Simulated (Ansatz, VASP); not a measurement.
## One calculation of Sb, two programs

```
CELL_PARAMETERS angstrom
0.00000 2.30500 2.23585
2.30500 0.00000 2.23585
2.30500 2.30500 0.00000
ATOMIC_POSITIONS crystal
Sb 0.00000 0.00000 0.00000
```

Change from the starting cell: zz strain of -3 %.

Alike in both runs: task single point; functional PBEsol; k mesh 12 × 12 × 12; occupations fermi-dirac, width 0.05 eV; no spin polarisation.

|  | VASP | Ansatz |
| --- | --- | --- |
| version | VASP 6.6.1 | Ansatz 0.2.0 |
| potentials or method | VASP PAW PBE potentials, release 64 (Sb), cutoff 520 eV | all-electron LAPW, scalar-relativistic |

Ansatz gave:

| Quantity | Value |
| --- | --- |
| pressure (GPa) | 8.2 |
| largest component of the traceless stress (GPa) | 0.12 |

Question: Which values does VASP return?

Answer: Pressure (GPa): 8.3; largest component of the traceless stress (GPa): 0.10.

Ansatz ran all-electron here, so the differences hold the error of VASP's frozen core and of both bases.

Caveats: the PAW data sets were made with another functional, which shifts forces and pressure a little (VASP). Spin-orbit coupling is left out, which matters for the levels of Sb.
